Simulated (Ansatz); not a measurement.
**Trial structures of SnSe2: starts and ends**

Method: Ansatz, DFT PBE, scalar-relativistic, plane waves, PAW. All cells share a 420 eV cutoff and Γ-centred k meshes spaced at most about 0.3 Å⁻¹ (about 0.25 or finer for metals, 2π included). No spin polarisation in the final relaxations.

Each guess was relaxed in cell and atoms at zero pressure, within the symmetry of its start. All energies are static (0 K, no zero-point motion). Coordination counts Se atoms around Sn (those within 1.25 times the shortest such distance or 1.15 times the sum of covalent radii; the shortest distance is added where it is long for a bond).

```json
{"guess": "1", "made from": "random cell", "start group": "P6mm", "V start (Å³/atom)": "29.4", "end group": "P6mm", "V end (Å³/atom)": "25.9", "coordination at the end": "Sn 9 from 3.2 Å", "gap on mesh (eV)": "0", "E over the lowest end (meV/atom)": "401"}
{"guess": "2", "made from": "random cell", "start group": "P4mm", "V start (Å³/atom)": "32.1", "end group": "P4/mmm", "V end (Å³/atom)": "55.9", "coordination at the end": "Sn 4", "gap on mesh (eV)": "0", "E over the lowest end (meV/atom)": "697"}
{"guess": "3", "made from": "a cell as deposited in COD", "start group": "P-3m1", "V start (Å³/atom)": "25.7", "end group": "P-3m1 (cadmium iodide)", "V end (Å³/atom)": "30.2", "coordination at the end": "Sn 6", "gap on mesh (eV)": "0.70", "E over the lowest end (meV/atom)": "0"}
{"guess": "4", "made from": "random cell", "start group": "Fmm2", "V start (Å³/atom)": "32.3", "end group": "?", "V end (Å³/atom)": "?", "coordination at the end": "?", "gap on mesh (eV)": "?", "E over the lowest end (meV/atom)": "?"}
```

Guess 4 as it starts:

```
CELL_PARAMETERS angstrom
0.00000 3.83418 4.65544
2.71053 0.00000 4.65544
2.71053 3.83418 0.00000
ATOMIC_POSITIONS crystal
Sn 0.06289 0.06289 0.93711
Se 0.30017 0.30017 0.69983
Se 0.70788 0.70788 0.29212
```

Q: Fill in the missing row: what does this guess relax into, and where does it rank?

A: It ends in space group Fmmm (No. 69), with a = 3.886 Å, b = 7.980 Å, c = 11.929 Å, 30.8 Å³/atom and no gap. It lies 0.35 eV/atom over the lowest end, above guess 3 and below guess 1. Counting Se atoms around Sn, this end has Sn 4 and the lowest (guess 3) has Sn 6.

```
Sn Se
1.0
     0.00000    3.98979    5.96458
     1.94323    0.00000    5.96458
     1.94323    3.98979    0.00000
Sn Se
1 2
Direct
  0.00000 0.00000 0.00000
  0.34165 0.34165 0.65835
  0.65835 0.65835 0.34165
```

The zero of energy is the elements' standard structures at the same level; no fitted shifts are applied. The references include grey tin.

Q: Is the lowest end bound against the elements?

A: Yes: its formation energy is −0.342 eV/atom. Whether it is stable depends on the other phases of the system, which aren't compared here.

Weakly bound directions are ill-defined at this level, which has no dispersion term (P-3m1, Fmmm, P4/mmm), and this can change margins and order among such cells. Kohn–Sham gaps at this level usually fall short of measured ones. The reference form of Se is held partly by dispersion forces, which this level lacks. Cells relaxed within their symmetry can be saddle points. Some candidate types were left out of the draw beforehand, so a known form may be missing.

The cadmium iodide form lies lowest, as expected for SnSe2, and is the only end with a gap. Formally Sn(IV) has an empty 5s shell and so no lone pair to distort its surroundings, and octahedra let it form six even, polar bonds to Se. The gap then separates mainly Se 4p states from Sn 5s–Se 4p antibonding ones.

The Fmmm end instead has flat SnSe4 squares sharing edges in ribbons. A d10 cation gains no ligand-field energy from that geometry, which probably accounts for much of its cost. Se–Se contacts between ribbons, longer than a single bond but short for non-bonded atoms, may broaden the Se p bands and help close the gap. Coordination number alone doesn't set the order, since the nine-coordinate end also lies high.

The growth of the layered cell from 25.7 to 30.2 Å³/atom probably reflects overly wide layer spacing from missing dispersion, not weaker Sn–Se bonds. The Fmmm result doesn't rule out competitive chains of tetrahedra, which its symmetry forbids.
